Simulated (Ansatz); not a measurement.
input.yaml (Ansatz)

```yaml
crystal:
  lattice:
    - [1.8839499199, 0.0, 0.0]
    - [0.0, 1.8839499199, 0.0]
    - [0.0, 0.0, 1.8839499199]
  atoms:
    - { symbol: B, position: [0.0, 0.0, 0.0] }
hamiltonian:
  xc: pbe
  pseudopotentials:
    kind: paw_fr
    azcp:
      B: "pseudopotentials/B.paw.azcp"
basis:
  ecutwfc: 420
  fft_grid_basis: typed
kpoints:
  mp_grid: { grid: [16, 16, 16], shift: [0, 0, 0] }
magnetization:
  noncollinear: true
  spin_orbit: true
scf:
  occupations: { method: fermi_dirac, width: 0.1 }
```

Terminal output

```
Engine: ansatz 0.2.0, x86_64-unknown-linux-gnu
Pseudopotentials: kind: paw_fr
Pseudopotential: B, paw_fr, valence charge 3, recommended cutoff 420 eV (normal) 
Functional definition: PBE
  parameter kappa = 0.804
  parameter beta = 0.06672455060314922
  exchange = pbe_x(kappa = kappa, mu = beta*pi^2/3)
  correlation = pbe_c(beta = beta)
non-collinear run that drives no moment, with spin-orbit: no starting moment large enough to seed its density (crystal.atoms[].spin), no starting occupations that ask for one, no magnetisation constraint and no magnetic field, so the semilocal B_xc is pinned to zero
Crystal: 1 atoms, lattice volume = 6.687 Å³
Basis set: ecut = 420 eV, 123 PW (Γ)
Bands: 12, of which v1, the nominal top of the filled ones, is band 3 counted from 1 (2 counted from 0)
Symmetry: 48 space group operations + 48 with time reversal
Magnetic group: BNS 221.93 (UNI 1595), of the structure as read, at distance tolerance 1.9e-5 Å
k-points: 165 of 4096
Projection manifold: j_resolved (fully-relativistic pseudo-atomic orbitals)
Non-local potential: B, projectors of the file, l = 0: 2, l = 1: 4, l = 2: 2
PAW form: soft (Blöchl's): semilocal exchange-correlation on the pseudo side does not see the compensation charge
PAW one-centre angular grid: B, 110 points (default); XC on 64 Gauss nodes
Initial density: superposition of atomic densities (chi_scale 0.1, normalization cell)
Initial wavefunctions: pseudopotential atomic-orbital guess
Functional: x = pbe(κ = 0.804, μ = 0.2195149727645171), c = pbe(β = 0.06672455060314922)
SCF iter   1: F=—  HF=-154.848959 eV  |F-HF|=—  |Δ(HF+E_count)|=         —  Δρ=3.07e-2  dr2=3.50e-2  dr2_m=0.00e0 (ungated)  ethr=3.10e-3  |M|=0.00e0 ∫|m|=0.00e0 μB  |m|>n=0.0e0 m-floor=0.0e0 τ_xc=0.0e0  β_m=0.30  ⟨swp⟩=4.6  Hψ=5530  notcnv=0  defer=56
SCF iter   2: F=—  HF=-154.838455 eV  |F-HF|=—  |Δ(HF+E_count)|=   1.05e-2  Δρ=2.09e-2  dr2=1.55e-2  dr2_m=0.00e0 (ungated)  ethr=1.17e-3  |M|=0.00e0 ∫|m|=0.00e0 μB  |m|>n=0.0e0 m-floor=0.0e0 τ_xc=0.0e0  β_m=0.61  ⟨swp⟩=1.0  Hψ=1650  notcnv=0  defer=138
SCF iter   3: F=—  HF=-154.831807 eV  |F-HF|=—  |Δ(HF+E_count)|=   6.65e-3  Δρ=1.13e-3  dr2=3.35e-5  dr2_m=0.00e0 (ungated)  ethr=5.17e-4  |M|=0.00e0 ∫|m|=0.00e0 μB  |m|>n=0.0e0 m-floor=0.0e0 τ_xc=0.0e0  β_m=0.68  ⟨swp⟩=2.9  Hψ=1461  notcnv=0  defer=186
SCF iter   4: F=—  HF=-154.831817 eV  |F-HF|=—  |Δ(HF+E_count)|=   1.04e-5  Δρ=1.60e-4  dr2=8.62e-7  dr2_m=0.00e0 (ungated)  ethr=1.12e-6  |M|=0.00e0 ∫|m|=0.00e0 μB  |m|>n=0.0e0 m-floor=0.0e0 τ_xc=0.0e0  β_m=0.84  ⟨swp⟩=1.1  Hψ=813  notcnv=0  defer=186
SCF iter   5: F=-154.831817 eV  HF=-154.831817 eV  |F-HF|=7.59e-10  |Δ(HF+E_count)|=   1.47e-7  Δρ=6.49e-6  dr2=1.56e-9  dr2_m=0.00e0 (ungated)  ethr=3.33e-9  |M|=0.00e0 ∫|m|=0.00e0 μB  |m|>n=0.0e0 m-floor=0.0e0 τ_xc=0.0e0  ⟨swp⟩=1.9  Hψ=1553  notcnv=0
SCF 1 converged in 5 iterations: F = -154.831817 eV  dr2 = 1.56e-9
SCF converged after 5 iterations
Magnetization: |M| = 0.0000 μB,  M = (+0.0000, +0.0000, +0.0000) μB
Absolute magnetization: 0.0000 μB (∫|m|)
  site 0: m = (+0.0000, +0.0000, +0.0000) μB, |m| = 0.0000 μB  (R = 0.78 Å)
Free energy (F): -154.831817 eV
Harris-Foulkes:  -154.831817 eV  (|F-HF|=7.59e-10)
Internal energy: -154.825287 eV  (E = F + TS)
E sigma→0 (E₀):  -154.828552 eV
Entropy (-TS):   -0.006529 eV (-6.529 meV/atom)
Fermi energy:    10.495928 eV
--- Per-component energies (eV) ---
  E_band       = 13.738293
  E_kinetic    = 46.855029
  E_local      = -7.057093  (includes V_loc(G=0)·N_el)
  E_nonlocal   = 12.247670
  E_hartree    = 1.000865
  E_xc         = -31.787186
  E_vxc        = -37.732386  (∫ρ·V_xc dr)
  E_paw        = -78.495801  (= ΣΔE_a)
  E_vpaw       = -2.576732  (= ΣTr[D̂ρ^β])
  E_aug_tail   = -0.000003  (compensation charges beyond the density's cutoff)
  E_ewald      = -97.588767
  E_smearing   = -0.006529  (= −TS)
  E_closure    = 0.000000  (closes the sum)
  Σ components = -154.831817   (vs F -154.831817, Δ=0.00e0)
```

Launched by

```sh
ansatz run input.yaml --threads 1 --pin off --max-ram 3584MiB --backend cpu --events-out ev --progress --plain --runs-dir out
```

On 1 thread of Intel(R) Xeon(R) Platinum 8259CL CPU @ 2.50GHz (Skylake/Cascade Lake) (shared host) this took about 2.6 s of wall time and 2.2 s of CPU time.
